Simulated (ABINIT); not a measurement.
FeO (Wuestite), 2 atoms in the cell. It takes space group Fm-3m (No. 225, cubic). The conventional cell has a = 4.368 Å, b = 4.368 Å, c = 4.368 Å, α = 90.00°, β = 90.00°, γ = 90.00°. Fe (site symmetry m-3m) has 6 O at 2.18 Å as nearest neighbours. O (site symmetry m-3m) is surrounded by 6 Fe at 2.18 Å.  The cell isn't the ideal one: cell stretched.

```yaml
Program: ABINIT 10.8.3 (patched build)
Task: single point
Functional: PBE
Dispersion: D3(BJ)
Potentials_or_basis: JTH PAW PBE v2.0
Cutoff: 707 eV
k_mesh: 8 × 8 × 8
Occupations: fermi-dirac, width 0.05 eV
Spin: collinear spin, ferromagnetic start
Starting_moments: "[3.0, 0.0] μB"
Hubbard_terms: Fe d U = 2 eV
Double_counting_usepawu: 1
Fine-grid_cutoff: 1306.15 eV
```

Potentials or basis: JTH PAW PBE v2.0.

The run is started by

```console
$ abinit run.abi > log 2>&1
```

Hardware: 1 thread of Intel(R) Xeon(R) 6975P-C (Granite Rapids), with other jobs on the host.

Question: Estimate the wall time of this run.

Answer: It took 29 s on 1 thread of Intel(R) Xeon(R) 6975P-C (Granite Rapids) (shared host), peak memory 0.14 GiB. Counts: scf iterations 18, mpi ranks 1, k points 29, bands 16, plane waves 905.
